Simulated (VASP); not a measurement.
Crystal: AlAs.

```
Al As
1.0
     0.00000    2.83307    2.83307
     2.83307    0.00000    2.83307
     2.83307    2.83307    0.00000
Al As
1 1
Direct
  0.00000 0.00000 0.00000
  0.25000 0.25000 0.25000
```

The cell was built by a generator and needn't be a form met in nature.

Base run:

| Item | Value |
| --- | --- |
| Program | VASP 6.6.1 |
| Functional | PBE |
| Potentials or basis | VASP PAW PBE potentials, release 64 (Al, As) |
| Cutoff | 520 eV |
| k mesh | 10 × 10 × 10 |
| Occupations | gaussian, width 0.02 eV |
| Spin | no spin polarisation |

Its results: band gap on the k mesh 1.44 eV, indirect (least direct gap 2.04 eV); pressure 2.6 GPa.

Problem. The run is repeated on the same cell with these changes: functional from PBE to r2SCAN; dispersion from none to rVV10. What comes out?

Solution. Band gap on the k mesh 1.74 eV, indirect (least direct gap 2.65 eV); pressure 0.0 GPa.

Several settings changed at once, so the effect can't be laid on one alone.

Caveats: the PAW data sets were made with another functional, which shifts forces and pressure a little (some runs).
